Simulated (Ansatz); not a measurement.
A one-shot G0W0 calculation of a 2-atom cell of AlP started from a crystallographic database with the plane-wave code Ansatz, at the level G0W0@PBE with 225 empty bands, a screening cutoff of 180 eV and a 6×6×6 mesh. Cell and atoms come from a relaxation with r2SCAN.

The input:
```yaml
crystal:
  lattice:
    - [0.0, 2.7392607921, 2.7392607921]
    - [2.7392607921, 0.0, 2.7392607921]
    - [2.7392607921, 2.7392607921, 0.0]
  atoms:
    - { symbol: Al, position: [0.0, 0.0, 0.0] }
    - { symbol: P, position: [0.25, 0.25, 0.25] }
kpoints:
  mp_grid: { grid: [6, 6, 6] }
hamiltonian:
  xc: pbe
scf:
  occupations: { method: fixed }
gw:
  n_empty_bands: 225
  ecut_chi: 180
  qp_bands: [v2, c2]
  qp_kpoints: band_edges
  screening: { model: godby_needs }
```

It took 12 s on 1 × NVIDIA H100 80GB HBM3 with 2 threads of AMD EPYC 7R13 Processor (Zen 3), on a shared host; peak host memory 2 GiB.

Task: What will the output look like, and what does it show?

Result: Abridged output:
```
Functional definition: PBE
Crystal: 2 atoms, lattice volume = 41.108 Å³
Basis set: ecut = 420 eV, 821 PW (Γ)
Bands: 8, of which v1, the nominal top of the filled ones, is band 4 counted from 1 (3 counted from 0)
Symmetry: 24 space group operations
Space group: F-43m (ITA 216)
k-points: 16 of 216 (time reversal used)
SCF 1 converged in 6 iterations: F = -1294.433000 eV  dr2 = 5.99e-9
Free energy (F): -1294.433000 eV
Fermi energy:    4.951894 eV
--- Per-component energies (eV) ---
  E_band       = 4.290453
  E_kinetic    = 93.661572
  E_local      = -83.010132
  E_nonlocal   = 44.567101
  E_hartree    = 25.202471
  E_xc         = -101.480134
  E_vxc        = -89.983487
  E_paw        = -1036.893929
  E_vpaw       = -11.349069
  E_ewald      = -236.479950
--- Band table (eV; the first three rows and the last of 16) ---
  k-point 0: bands = [-6.4905, 4.9519, 4.9519, 4.9519, 8.1721, 9.4982, 9.4982, 9.4982]
  k-point 1: bands = [-6.1911, 3.0902, 4.7124, 4.7124, 8.5321, 9.9274, 9.9274, 10.5588]
  k-point 2: bands = [-5.4130, 0.6483, 4.3446, 4.3446, 7.9681, 9.9851, 9.9851, 12.8307]
  k-point 15: bands = [-4.1487, -0.0576, 2.0804, 2.3210, 8.2700, 9.2472, 12.5580, 12.8990]
--- G₀W₀: ω_p = 16.3809 eV, 216 q-points, 225 empty bands' worth ---
    ik  band        ε_KS         Σx   Σc(E_QP)       V_xc       Z   E_QP_lin       E_QP  E_QP is
     0     3      4.9519   -15.8130     1.3572   -13.7998  0.7653     4.2928     4.2960  root
     0     4      4.9519   -15.8130     1.3572   -13.7998  0.7653     4.2928     4.2960  root
     0     5      8.1721    -8.6198    -4.2073   -13.1086  0.7804     8.4543     8.4536  root
     0     6      9.4982    -6.3478    -4.3920   -11.0811  0.7759     9.8404     9.8395  root
     1     3      4.7124   -15.7435     1.4272   -13.6530  0.7644     4.0457     4.0490  root
     1     4      4.7124   -15.7435     1.4272   -13.6530  0.7644     4.0457     4.0490  root
     1     5      8.5321    -7.5292    -4.2030   -12.0301  0.7800     8.8308     8.8300  root
     1     6      9.9274    -6.3097    -4.5353   -11.1901  0.7732    10.2737    10.2724  root
     2     3      4.3446   -15.7804     1.5784   -13.5191  0.7625     3.6581     3.6618  root
     2     4      4.3446   -15.7804     1.5784   -13.5191  0.7625     3.6581     3.6618  root
     2     5      7.9681    -7.3811    -4.0240   -11.6782  0.7835     8.2417     8.2411  root
     2     6      9.9851    -5.7024    -4.5371   -10.5527  0.7769    10.2997    10.2984  root
     3     3      4.1961   -15.8298     1.6467   -13.4912  0.7615     3.5002     3.5042  root
     3     4      4.1961   -15.8298     1.6467   -13.4912  0.7615     3.5002     3.5042  root
     3     5      7.7301    -7.4483    -3.9563   -11.6696  0.7845     7.9956     7.9950  root
     3     6      9.7621    -5.4715    -4.4609   -10.2266  0.7777    10.0564    10.0562  root
     4     3      4.2163   -15.5130     1.5832   -13.2443  0.7625     3.5269     3.5307  root
     4     4      4.2163   -15.5130     1.5832   -13.2443  0.7625     3.5269     3.5307  root
     4     5      8.5367    -6.2116    -4.1172   -10.5907  0.7824     8.7992     8.7986  root
     4     6      9.5780    -7.8359    -4.4531   -12.5755  0.7732     9.8652     9.8644  root
     6     3      2.9718   -15.3338     1.9858   -12.6272  0.7559     2.2464     2.2510  root
     6     4      3.7669   -15.6404     1.7834   -13.1451  0.7597     3.0507     3.0551  root
     6     5      8.2600    -6.2684    -4.0613   -10.5477  0.7843     8.4783     8.4779  root
     6     6     10.0068    -6.5441    -4.4893   -11.2996  0.7752    10.2738    10.2729  root
     8     3      3.3482   -15.1347     1.8397   -12.5823  0.7587     2.6310     2.6355  root
     8     4      4.6475   -15.8479     1.4598   -13.7221  0.7638     3.9782     3.9816  root
     8     5      9.2510    -7.3354    -4.4296   -12.1251  0.7745     9.6123     9.6111  root
     8     6      9.9687    -6.6053    -4.3833   -11.2082  0.7750    10.1887    10.1883  root
     9     3      3.2442   -15.5387     1.9894   -12.8073  0.7566     2.4974     2.5023  root
     9     4      3.2442   -15.5387     1.9894   -12.8073  0.7566     2.4974     2.5023  root
     9     5      7.1805    -5.7252    -3.7831    -9.6411  0.7902     7.3135     7.3133  root
     9     6      8.1396    -5.7777    -4.0134    -9.9955  0.7874     8.3444     8.3441  root
    12     3      2.8729   -15.5971     2.1509   -12.6860  0.7542     2.1045     2.1127  root
    12     4      2.8729   -15.5971     2.1509   -12.6860  0.7542     2.1045     2.1127  root
    12     5      6.5506    -5.3105    -3.6551    -9.0291  0.7936     6.6142     6.6142  root
    12     6      7.4225    -6.1498    -3.7998   -10.1581  0.7894     7.6313     7.6310  root
```
The trailing digits, and the zero of the energies, depend on the potentials and thresholds.

The rows of the band table are 0: (0, 0, 0) = Γ, 1: (0, 0, 1/6), 2: (0, 0, 1/3), 15: (1/6, -1/2, -1/3).

The points are ik 0 = (0, 0, 0) (Γ), ik 1 = (0, 0, 1/6), ik 2 = (0, 0, 1/3), ik 3 = (0, 0, -1/2), ik 4 = (0, 1/6, 1/6), ik 6 = (0, 1/6, -1/2), ik 8 = (0, 1/6, -1/6), ik 9 = (0, 1/3, 1/3), ik 12 = (0, -1/2, -1/2); band 4 is the last filled one.

The quasiparticle gap on this mesh is 2.32 eV (Γ to k = (0, -1/2, -1/2)), against 1.60 eV from PBE: +0.72 eV. Renormalisation factors Z lie between 0.75 and 0.79. G0W0 values are finite-basis, finite-mesh values.

Spin-unpolarised throughout; all numbers are computed.
